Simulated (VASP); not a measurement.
A run of VASP 6.6.1:

Contents of INCAR:

```
SYSTEM = CrO2
PREC = Accurate
ENCUT = 520
EDIFF = 1E-7
ISMEAR = 0
SIGMA = 0.05
LREAL = .FALSE.
LASPH = .TRUE.
NELM = 150
ALGO = Normal
ISIF = 2
LWAVE = .FALSE.
LCHARG = .FALSE.
LMAXMIX = 4
LDAU = .TRUE.
LDAUTYPE = 2
LDAUL = 2 -1
LDAUU = 3 0
LDAUJ = 0 0
LDAUPRINT = 1
GGA = PE
NBANDS = 19
```

KPOINTS

```
Automatic mesh
0
G
  8 8 4
  0 0 0
```

POSCAR

```
CrO2
1.0
    2.7798784700      0.0000000000      0.0000000000
   -1.3899392400      2.4074453800      0.0000000000
    0.0000000000      0.0000000000      4.4845209400
Cr O
1 2
Direct
    0.0000000000      0.0000000000      0.0000000000
    0.3333333333      0.6666666667      0.2520000000
    0.6666666667      0.3333333333      0.7480000000
```

Potentials or basis: VASP PAW PBE potentials, release 64 (Cr_pv, O).

Command:

```sh
$ cat potpaw_PBE.64/Cr_pv/POTCAR potpaw_PBE.64/O/POTCAR > POTCAR
$ mpirun -np 1 vasp_std > vasp.out
```

Hardware: 1 thread of Intel(R) Xeon(R) Platinum 8259CL CPU @ 2.50GHz (Skylake/Cascade Lake) (shared host).

Q: Estimate the wall time of this run.

A: Run time: 49 s on 1 thread of Intel(R) Xeon(R) Platinum 8259CL CPU @ 2.50GHz (Skylake/Cascade Lake), on a shared host, peak memory 0.16 GiB. Counts: scf iterations 19, k points 35.
